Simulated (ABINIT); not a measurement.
Input of an ABINIT 10.8.3 (patched build) run:

The input run.abi:

```
pp_dirpath "./"
pseudos "Sn_ONCV_PBE-1.2.upf"

acell 3*1.0
rprim
    -5.5560602284     5.5560602284     3.0222427496
     5.5560602284    -5.5560602284     3.0222427496
     5.5560602284     5.5560602284    -3.0222427496
ntypat 1
znucl 50
natom 2
typat 1 1
xred
     0.0000000000     0.0000000000     0.0000000000
     0.7500000000     0.2500000000     0.5000000000

ecut 26.0

kptopt 1
ngkpt 7 7 7
nshiftk 1
shiftk 0.0 0.0 0.0

ixc -497498
usekden 1

nband 18
occopt 3
tsmear 0.00183747

nstep 100
tolvrs 1.0e-9

iomode 3
prtwf 0
prtden 0
prteig 0
prtebands 0
enunit 2
```

Potentials or basis: SG15 NC PBE v1.2.

Run with:

```sh
$ mpirun --bind-to none -np 4 abinit run.abi > log 2>&1
```

Q: Estimate the band gap on the k mesh.

A: None (metal or under the smearing width).

Q: Estimate the pressure.

A: -1.8 GPa.

Stress tensor (GPa, compression positive):
```
-2.27  0.00  0.00
 0.00 -2.27  0.00
 0.00  0.00 -0.93
```

Caveat: the potentials were made for another functional, which shifts forces and pressure.
